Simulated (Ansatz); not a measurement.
Crystal: WS2 (Tungstenite).

```
W S
1.0
     3.18000    0.00000    0.00000
    -1.59000    2.75396    0.00000
     0.00000    0.00000   12.50000
W S
2 4
Direct
  0.66667 0.33333 0.75000
  0.33333 0.66667 0.25000
  0.66667 0.33333 0.37500
  0.33333 0.66667 0.87500
  0.66667 0.33333 0.12500
  0.33333 0.66667 0.62500
```

Base run:

| Property | Result |
| --- | --- |
| Program | Ansatz 0.2.0 |
| Functional | PBEsol |
| Potentials or basis | Ansatz PAW |
| Cutoff | 420 eV (not typed: the program's choice for these potentials) |
| k mesh | 10 × 10 × 3 |
| Occupations | fermi-dirac, width 0.05 eV |
| Spin | no spin polarisation |

Its results: band gap on the k mesh 1.07 eV, indirect (least direct gap 2.08 eV); pressure -2.7 GPa; largest force 0.154 eV/Å.

Problem. The run is repeated on the same cell with these changes: hubbard terms from none to W d U = 5 eV; hubbard projectors from none to ortho-atomic (the default). What comes out?

Solution. Band gap on the k mesh 1.24 eV, indirect (least direct gap 1.81 eV); pressure -2.3 GPa; largest force 0.128 eV/Å.

The U term pushes filled and empty states of the shell apart.

Caveats: the k mesh misses the band edges, so the gap on the mesh is wider than the one along the path; spin-orbit coupling is left out, which moves the levels of the heavy elements; this functional lacks dispersion, which binds the layers, so the pressure and a relaxed spacing across them are unreliable; the PAW data sets come from PBE, with cores solved anew for the run's functional, which leaves a small shift of forces and pressure.
